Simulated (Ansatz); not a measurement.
Calculation for PbO$_{2}$ (PbO2): DFT, PBE, all-electron LAPW, non-relativistic (Ansatz 0.2.0). This run: no relativity, cell and atoms relaxed.

The cell comes from a relaxation on PAW files under the same functional, begun from a database entry that needn't be the ground state.

Command: `ansatz run input.yaml --threads 1 --pin off --max-ram 3072MiB --backend cpu --events-out ev --progress --plain --runs-dir out` It took 71 s on 1 thread of Arm Neoverse V1, on a shared host, peak memory 0.42 GiB.

```yaml
crystal:
  lattice:
    - [0.0, 2.7048413965, 2.7048413965]
    - [2.7048413965, 0.0, 2.7048413965]
    - [2.7048413965, 2.7048413965, 0.0]
  atoms:
    - { symbol: Pb, position: [0.0, 0.0, 0.0] }
    - { symbol: O, position: [0.25, 0.25, 0.25] }
    - { symbol: O, position: [0.75, 0.75, 0.75] }
kpoints:
  mp_grid: { grid: [9, 9, 9] }
scf:
  occupations: { method: fermi_dirac, width: 0.02 }
hamiltonian:
  xc: pbe
  pseudopotentials:
    kind: all_electron
    lapw: { basis_error: 0.0005 }
    relativity: none
output:
  forces: true
  stress: true
  eigenvalues: true
relax:
  f_tol: 0.005
  max_steps: 20
  cell: {}
```

Output:

```
The last accepted step is kept in <dir> (removed where the run ends without a failure and the disk answers)
LAPW: plane waves up to 9.749 Å⁻¹, error target 5.0e-4 eV per atom; O in spheres of 1.002 Å, 8 of its electrons in bands, Dirac shells []; Pb in spheres of 1.270 Å, 46 of its electrons in bands, Dirac shells [] (how accurate: hamiltonian.pseudopotentials.lapw.basis_error, Limitations)
Engine: ansatz 0.2.0
Pseudopotentials: kind: all_electron
Pseudopotential: Pb, LAPW, valence charge 46, lapw/all_electron/none/Pb, Schrödinger's equation, point nucleus
Pseudopotential: O, LAPW, valence charge 8, lapw/all_electron/none/O, Schrödinger's equation, point nucleus
Functional definition: PBE
  parameter kappa = 0.804
  parameter beta = 0.06672455060314922
  exchange = pbe_x(kappa = kappa, mu = beta*pi^2/3)
  correlation = pbe_c(beta = beta)
Crystal: 3 atoms, lattice volume = 39.578 Å³
Basis set: ecut = 362.11749679293996 eV, 609 PW (Γ), exchange–correlation at level 2
Bands: 38, of which v1, the nominal top of the filled ones, is band 31 counted from 1 (30 counted from 0)
Symmetry: 48 space group operations
Space group: Fm-3m (ITA 225), of the structure as read, at distance tolerance 3.4e-5 Å
k-points: 35 of 729
Non-local potential: Pb, projectors of the file, none
Non-local potential: O, projectors of the file, none
Initial density: superposition of atomic densities (chi_scale 0.1, normalization cell, long waves kept (reshape's long-wave potential 0.00 eV rms))
Initial wavefunctions: plane waves of lowest kinetic energy (no species holds an atomic orbital)
Functional: x = pbe(κ = 0.804, μ = 0.2195149727645171), c = pbe(β = 0.06672455060314922)
iter 1 solved again at ethr=1.01e-2 eV; its pass at ethr=1.00e-1 eV (dr2=6.26e0 eV) is discarded
SCF iter   1: F=—  HF=-535477.000585 eV  |F-HF|=—  |Δ(HF+E_count)|=         —  Δρ=1.11e-1  dr2=6.26e0  ethr=1.01e-2  ⟨swp⟩=2.0  Hψ=8124  notcnv=0
preconditioner: auto → none  [insulator: Δε(μ)=2.643 eV  Ē_g=21.701 eV  σ=0.020 eV  W_gap=1.00  n_scr=14 (ndim 8)  ℏωp=30.1 eV  f_vac=0.090  D(μ)=0.00/eV (n_scr^D=0)  ε∞_Penn≈2.9]
iter 2 solved again at ethr=8.36e-4 eV; its pass at ethr=1.01e-2 eV (dr2=5.18e-1 eV) is discarded
SCF iter   2: F=—  HF=-535474.690542 eV  |F-HF|=—  |Δ(HF+E_count)|=    2.31e0  Δρ=3.79e-2  dr2=5.19e-1  ethr=8.36e-4  ⟨swp⟩=2.0  Hψ=6692  notcnv=0
SCF iter   3: F=—  HF=-535473.682921 eV  |F-HF|=—  |Δ(HF+E_count)|=    1.01e0  Δρ=1.54e-2  dr2=1.22e-1  ethr=8.36e-4  ⟨swp⟩=3.0  Hψ=4206  notcnv=0
SCF iter   4: F=—  HF=-535473.671716 eV  |F-HF|=—  |Δ(HF+E_count)|=         —  Δρ=1.64e-3  dr2=1.73e-3  ethr=1.96e-4  ⟨swp⟩=3.0  Hψ=4110  notcnv=0
the basis was enlarged: its passes take 255.9 KiB over the memory plan, 1 of 1 planned eigensolver slots
SCF iter   5: F=—  HF=-535473.668749 eV  |F-HF|=—  |Δ(HF+E_count)|=   2.97e-3  Δρ=9.39e-4  dr2=5.37e-4  ethr=2.79e-6  ⟨swp⟩=2.0  Hψ=3801  notcnv=0
SCF iter   6: F=—  HF=-535473.668441 eV  |F-HF|=—  |Δ(HF+E_count)|=   3.07e-4  Δρ=2.62e-4  dr2=3.63e-5  ethr=8.66e-7  ⟨swp⟩=2.0  Hψ=3812  notcnv=0
SCF iter   7: F=—  HF=-535473.668440 eV  |F-HF|=—  |Δ(HF+E_count)|=   1.11e-6  Δρ=3.91e-5  dr2=7.24e-7  ethr=5.85e-8  ⟨swp⟩=2.4  Hψ=3796  notcnv=0
SCF iter   8: F=-535473.668441 eV  HF=-535473.668441 eV  |F-HF|=3.32e-8  |Δ(HF+E_count)|=   5.31e-7  Δρ=5.85e-6  dr2=1.20e-8  ethr=1.17e-9  ⟨swp⟩=3.0  Hψ=3899  notcnv=0
SCF 1 converged in 8 iterations: F = -535473.668441 eV  dr2 = 1.20e-8
relax step   1: F+E_penalty+E_count = -535473.66844081 eV  Δ(F+E_penalty+E_count) = +0.000e0 eV  max|allowed force component| = 4.626e-18 eV/Å  Δτ_max = 0.0000 Å  P = -8.591 GPa  Ω = 39.578 Å³  (8 SCF iters, accepted)
Crystal: 3 atoms, lattice volume = 36.622 Å³
Basis set: ecut = 381.3501648563789 eV, 609 PW (Γ), exchange–correlation at level 2
Initial density: handed on by an earlier stage of this run
Initial wavefunctions: those handed on with the density
iter 1 solved again at ethr=6.50e-6 eV; its pass at ethr=1.00e-1 eV (dr2=4.03e-3 eV) is discarded
SCF iter   1: F=—  HF=-535473.713867 eV  |F-HF|=—  |Δ(HF+E_count)|=         —  Δρ=3.14e-3  dr2=4.07e-3  ethr=6.50e-6  ⟨swp⟩=3.9  Hψ=6781  notcnv=0
preconditioner: auto → none  [insulator: Δε(μ)=0.896 eV  Ē_g=22.158 eV  σ=0.020 eV  W_gap=1.00  n_scr=14 (ndim 8)  ℏωp=31.3 eV  f_vac=0.143  D(μ)=0.00/eV (n_scr^D=0)  ε∞_Penn≈3.0]
SCF iter   2: F=—  HF=-535473.710747 eV  |F-HF|=—  |Δ(HF+E_count)|=   3.12e-3  Δρ=1.16e-3  dr2=8.08e-4  ethr=6.50e-6  ⟨swp⟩=2.8  Hψ=4073  notcnv=0
SCF iter   3: F=—  HF=-535473.710517 eV  |F-HF|=—  |Δ(HF+E_count)|=   2.30e-4  Δρ=6.60e-4  dr2=1.65e-4  ethr=1.30e-6  ⟨swp⟩=2.4  Hψ=3828  notcnv=0
iter 4 solved again at ethr=1.11e-8 eV; its pass at ethr=2.67e-7 eV (dr2=6.89e-6 eV) is discarded
SCF iter   4: F=—  HF=-535473.710484 eV  |F-HF|=—  |Δ(HF+E_count)|=   3.36e-5  Δρ=1.38e-4  dr2=6.89e-6  ethr=1.11e-8  ⟨swp⟩=2.0  Hψ=6663  notcnv=0
SCF iter   5: F=—  HF=-535473.710489 eV  |F-HF|=—  |Δ(HF+E_count)|=   5.11e-6  Δρ=5.22e-5  dr2=8.36e-7  ethr=1.11e-8  ⟨swp⟩=3.0  Hψ=3938  notcnv=0
SCF iter   6: F=-535473.710490 eV  HF=-535473.710490 eV  |F-HF|=6.19e-8  |Δ(HF+E_count)|=   1.03e-6  Δρ=1.15e-5  dr2=4.06e-8  ethr=1.35e-9  ⟨swp⟩=3.0  Hψ=3935  notcnv=0
SCF 2 converged in 6 iterations: F = -535473.710490 eV  dr2 = 4.06e-8
[... lines left out ...]
SCF 4 converged in 4 iterations: F = -535473.725131 eV  dr2 = 6.85e-9
relax step   4: F+E_penalty+E_count = -535473.72513087 eV  Δ(F+E_penalty+E_count) = -1.494e-4 eV  max|allowed force component| = 3.469e-17 eV/Å  Δτ_max = 0.0000 Å  P = -0.023 GPa  Ω = 37.574 Å³  (4 SCF iters, accepted)
iter 1 solved again at ethr=1.11e-11 eV; its pass at ethr=1.00e-1 eV (dr2=6.89e-9 eV) is discarded
SCF iter   1: F=—  HF=-535473.725134 eV  |F-HF|=—  |Δ(HF+E_count)|=         —  Δρ=4.18e-6  dr2=6.84e-9  ethr=1.13e-11 (applied; sched 1.11e-11)  ⟨swp⟩=3.1  Hψ=6655  notcnv=0
preconditioner: auto → none  [insulator: Δε(μ)=0.660 eV  Ē_g=21.895 eV  σ=0.020 eV  W_gap=1.00  n_scr=14 (ndim 8)  ℏωp=30.9 eV  f_vac=0.148  D(μ)=0.00/eV (n_scr^D=0)  ε∞_Penn≈3.0]
SCF iter   2: F=-535473.725133 eV  HF=-535473.725133 eV  |F-HF|=3.73e-9  |Δ(HF+E_count)|=   1.83e-6  Δρ=2.78e-6  dr2=2.79e-9  ethr=1.29e-11 (applied; sched 1.10e-11)  ⟨swp⟩=3.0  Hψ=4165  notcnv=0
SCF 5 converged in 2 iterations: F = -535473.725133 eV  dr2 = 2.79e-9
relax step   5: F+E_penalty+E_count = -535473.72513256 eV  Δ(F+E_penalty+E_count) = -1.686e-6 eV  max|allowed force component| = 2.005e-17 eV/Å  Δτ_max = 0.0000 Å  P = -0.023 GPa  Ω = 37.574 Å³  stress off target by 2.34e-2 GPa  SCF on the basis re-selected at this cell (its energy is not comparable with the rows above)  (2 SCF iters)
basis re-selected at this cell: Δ(F+E_penalty+E_count) = -1.686e-6 eV, ΔP = -0.001 GPa vs the last step (what re-selecting the basis moved, after the strain that the cell walked since its last selection, with what the two solves' SCF thresholds leave and, on support functions, any second-order correction that the steps lacked; it is no measure of the basis error at this ecutwfc). This SCF's stress stands 2.34e-2 GPa from its target on what of the cell is left free (relax.cell.stress_tol is 5.00e-2 GPa) and its largest allowed force component is 2.00e-17 eV/Å (relax.f_tol is 5.00e-3 eV/Å): within both
SCF converged after 2 iterations
Free energy (F): -535473.725133 eV
Harris-Foulkes:  -535473.725133 eV  (|F-HF|=3.73e-9)
Internal energy: -535473.725133 eV  (E = F + TS)
E sigma→0 (E₀):  -535473.725133 eV
Fermi energy:    15.434204 eV
--- Per-component energies (eV) ---
  E_band       = -8102.368864
  E_kinetic    = 535335.969936
  E_xc         = -10345.044094
  E_electrostatic = -1060464.650974  (all electrons and nuclei)
  E_smearing   = -0.000000  (= −TS)
  E_closure    = 0.000000  (closes the sum)
  E_atoms      = -535454.952753  (free atoms, spherical and without spin; not in F)
  Σ components = -535473.725133   (vs F -535473.725133, Δ=0.00e0)
  Basis errors (estimates in eV, not in F): energy 1.9e-4 per atom: plane waves 1.7e-4 (1.0e-4 summed), levels above the bands 0.0e0, relativity 0.0e0, radial functions 1.9e-5, core shells 5.7e-7; eigenvalues (radial functions only) 6.2e-6; not estimated: angular momenta, meshes, grids; target (lapw.basis_error) 5.0e-4; muffin-tin radii O 0.985 Å, Pb 1.248 Å
--- Forces (eV/Å), atoms counted from 1 ---
  atom   1  Pb    -0.00000000     0.00000000     0.00000000
  atom   2  O     -0.00000000     0.00000000    -0.00000000
  atom   3  O      0.00000000    -0.00000000     0.00000000
  max |Σ_I F_I| component: 9.25e-18 eV/Å
--- Stress (GPa, compression-positive) ---
       -0.023393      -0.000000      -0.000000
       -0.000000      -0.023393      -0.000000
       -0.000000      -0.000000      -0.023393
  P = ⅓ Tr σ = -0.0234 GPa (-0.234 kbar)
--- Band table (eV; the first three rows and the last of 35) ---
  k-point 0: bands = ["-488.6402", "-488.6402", "-388.0726", "-388.0726", "-388.0611", "-388.0611", "-388.0611", "-130.7795", "-130.7795", "-130.7795", "-130.7733", "-130.7733", "-130.7733", "-130.7655", "-93.4993", "-59.0627", "-59.0627", "-59.0627", "-3.7706", "-3.7706", "-3.7706", "-3.5998", "-3.5998", "-3.4728", "-0.5197", "12.8087", "12.8087", "12.8087", "13.8867", "13.8867", "13.8867", "15.7303", "22.3947", "22.3947", "22.3947", "28.6517", "30.0786", "30.0786"]
  k-point 1: bands = ["-488.6402", "-488.6402", "-388.0726", "-388.0726", "-388.0611", "-388.0611", "-388.0611", "-130.7795", "-130.7795", "-130.7795", "-130.7733", "-130.7733", "-130.7733", "-130.7655", "-93.4992", "-59.0629", "-59.0627", "-59.0627", "-3.8651", "-3.7587", "-3.7587", "-3.6002", "-3.6002", "-3.3593", "-0.4438", "12.3595", "12.7306", "12.7306", "13.3027", "13.8332", "13.8332", "16.6818", "22.2424", "22.6781", "22.6781", "29.4178", "30.0283", "30.0283"]
  k-point 2: bands = ["-488.6402", "-488.6402", "-388.0726", "-388.0726", "-388.0611", "-388.0611", "-388.0611", "-130.7795", "-130.7795", "-130.7795", "-130.7733", "-130.7733", "-130.7733", "-130.7655", "-93.4992", "-59.0635", "-59.0629", "-59.0629", "-4.1063", "-3.7343", "-3.7343", "-3.5949", "-3.5949", "-2.9966", "-0.3352", "11.3848", "12.5401", "12.5401", "12.6211", "13.7007", "13.7007", "18.1891", "22.0824", "23.4461", "23.4461", "29.9452", "29.9452", "30.7570"]
  k-point 34: bands = ["-488.6402", "-488.6402", "-388.0726", "-388.0726", "-388.0611", "-388.0611", "-388.0611", "-130.7795", "-130.7795", "-130.7795", "-130.7733", "-130.7733", "-130.7733", "-130.7655", "-93.4991", "-59.0642", "-59.0640", "-59.0635", "-4.3167", "-4.1610", "-3.6530", "-3.5778", "-3.5723", "-1.1235", "-0.6701", "8.4243", "10.0271", "12.0262", "12.7226", "14.6789", "15.0705", "20.2808", "23.3297", "24.4806", "24.6599", "26.9335", "30.7988", "31.9223"]
--- Relaxed structure (4 steps of the walk, 4 accepted, 1 SCFs on fresh bases) ---
  F+E_penalty+E_count = -535473.72513256 eV   max|allowed force component| = 2.005e-17 eV/Å   (the final SCF, on the basis selected at the relaxed cell)
  cell:  # Å, volume = 37.5737 Å³
    - [-2.420301715625405e-34, 2.6583848818187055, 2.6583848818187055]
    - [2.6583848818187055, 2.420301715625405e-34, 2.6583848818187055]
    - [2.6583848818187055, 2.6583848818187055, -4.84060343125081e-34]
  atoms:
    - { symbol: Pb, position: [5.098250620613206e-34, -3.431283059990812e-34, -4.90293666097039e-34] }
    - { symbol: O, position: [0.25, 0.25, 0.25] }
    - { symbol: O, position: [0.75, 0.75, 0.75] }
```

Next run (spin-orbit coupling on), as changes to the input before:

```diff
   mp_grid: { grid: [9, 9, 9] }
+  band_path:
+    path:
+      - [0.0, 0.0, 0.0]
+      - [0.5, 0.0, 0.5]
+      - [0.625, 0.25, 0.625]
+      - [0.375, 0.375, 0.75]
+      - [0.0, 0.0, 0.0]
+      - [0.5, 0.5, 0.5]
+      - [0.5, 0.25, 0.75]
+      - [0.5, 0.0, 0.5]
+    npoints: 8
 scf:
   xc: pbe
-  pseudopotentials:
-    kind: all_electron
-    lapw: { basis_error: 0.0005 }
-    relativity: none
+  pseudopotentials: { kind: all_electron, lapw: { basis_error: 0.0005 } }
 output:
   eigenvalues: true
-relax:
-  f_tol: 0.005
-  max_steps: 20
-  cell: {}
+magnetization:
+  noncollinear: true
+  spin_orbit: true
```

Results part of the output:

```
SCF 1 converged in 7 iterations: F = -573431.713260 eV  dr2 = 1.38e-8
NSCF: frozen V_eff on 57 k-points
SCF converged after 7 iterations
Magnetization: |M| = 0.0000 μB,  M = (+0.0000, +0.0000, +0.0000) μB
Absolute magnetization: 0.0000 μB (∫|m|)
  site 0: m = (+0.0000, +0.0000, +0.0000) μB, |m| = 0.0000 μB  (R = 1.31 Å)
[... lines left out ...]
  P = ⅓ Tr σ = -0.3621 GPa (-3.621 kbar)
--- Band table (eV; the first three rows and the last of 35) ---
  k-point 0: bands = ["-491.4911", "-491.4911", "-491.4911", "-491.4911", "-395.1878", "-395.1878", "-395.1878", "-395.1878", "-372.8731", "-372.8731", "-372.8731", "-372.8731", "-372.8658", "-372.8658", "-124.4974", "-124.4974", "-116.0955", "-116.0955", "-116.0955", "-116.0955", "-116.0876", "-116.0876", "-111.0675", "-111.0675", "-111.0631", "-111.0631", "-111.0631", "-111.0631", "-111.0559", "-111.0559", "-83.0647", "-83.0647", "-60.7605", "-60.7605", "-60.7605", "-60.7605", "-5.2617", "-5.2617", "-3.7931", "-3.7931", "-3.7931", "-3.7931", "-2.4912", "-2.4912", "-1.3966", "-1.3966", "-1.2187", "-1.2187", "-1.2187", "-1.2187", "10.5282", "10.5282", "11.2205", "11.2205", "11.2205", "11.2205", "11.3442", "11.3442", "11.7601", "11.7601", "12.0852", "12.0852", "12.0852", "12.0852", "18.4968", "18.4968", "20.8881", "20.8881", "20.8881", "20.8881", "25.0362", "25.0362", "28.8244", "28.8244", "28.8244", "28.8244"]
  k-point 1: bands = ["-491.4911", "-491.4911", "-491.4911", "-491.4911", "-395.1878", "-395.1878", "-395.1878", "-395.1878", "-372.8731", "-372.8731", "-372.8731", "-372.8731", "-372.8658", "-372.8658", "-124.4974", "-124.4974", "-116.0955", "-116.0955", "-116.0955", "-116.0955", "-116.0876", "-116.0876", "-111.0675", "-111.0675", "-111.0631", "-111.0631", "-111.0631", "-111.0631", "-111.0559", "-111.0559", "-83.0648", "-83.0648", "-60.7607", "-60.7607", "-60.7606", "-60.7606", "-5.1651", "-5.1651", "-3.8752", "-3.8752", "-3.7907", "-3.7907", "-2.5872", "-2.5872", "-1.3227", "-1.3227", "-1.2058", "-1.2058", "-1.0881", "-1.0881", "9.5782", "9.5782", "10.9790", "10.9790", "11.1425", "11.1425", "11.1958", "11.1958", "11.8985", "11.8985", "12.0443", "12.0443", "12.9972", "12.9972", "18.6489", "18.6489", "20.7215", "20.7215", "21.1413", "21.1413", "25.9621", "25.9621", "28.7000", "28.7000", "28.7216", "28.7216"]
  k-point 2: bands = ["-491.4911", "-491.4911", "-491.4911", "-491.4911", "-395.1878", "-395.1878", "-395.1878", "-395.1878", "-372.8731", "-372.8731", "-372.8731", "-372.8731", "-372.8658", "-372.8658", "-124.4974", "-124.4974", "-116.0955", "-116.0955", "-116.0955", "-116.0955", "-116.0876", "-116.0876", "-111.0675", "-111.0675", "-111.0631", "-111.0631", "-111.0631", "-111.0631", "-111.0559", "-111.0559", "-83.0648", "-83.0648", "-60.7609", "-60.7609", "-60.7606", "-60.7606", "-4.9332", "-4.9332", "-4.0268", "-4.0268", "-3.7849", "-3.7849", "-2.7213", "-2.7213", "-1.3056", "-1.3056", "-1.1721", "-1.1721", "-0.7447", "-0.7447", "8.2860", "8.2860", "10.5728", "10.5728", "10.8860", "10.8860", "10.9511", "10.9511", "11.9231", "11.9231", "11.9425", "11.9425", "14.2585", "14.2585", "19.0249", "19.0249", "20.8007", "20.8007", "21.8214", "21.8214", "27.6410", "27.6410", "28.5148", "28.5148", "28.5343", "28.5343"]
  k-point 34: bands = ["-491.4911", "-491.4911", "-491.4911", "-491.4911", "-395.1878", "-395.1878", "-395.1878", "-395.1878", "-372.8731", "-372.8731", "-372.8731", "-372.8731", "-372.8658", "-372.8658", "-124.4974", "-124.4974", "-116.0955", "-116.0955", "-116.0955", "-116.0955", "-116.0876", "-116.0876", "-111.0675", "-111.0675", "-111.0631", "-111.0631", "-111.0631", "-111.0631", "-111.0559", "-111.0559", "-83.0649", "-83.0649", "-60.7615", "-60.7615", "-60.7612", "-60.7612", "-4.6006", "-4.6006", "-4.3410", "-4.3410", "-3.3379", "-3.3379", "-2.7817", "-2.7817", "-1.1517", "-1.1517", "-0.7940", "-0.7940", "-0.4780", "-0.4780", "5.3148", "5.3148", "8.5097", "8.5097", "10.3007", "10.3007", "10.9733", "10.9733", "12.7793", "12.7793", "13.1476", "13.1476", "15.4544", "15.4544", "20.4609", "20.4609", "22.1041", "22.1041", "22.8086", "22.8086", "24.3520", "24.3520", "29.2571", "29.2571", "30.5293", "30.5293"]
```
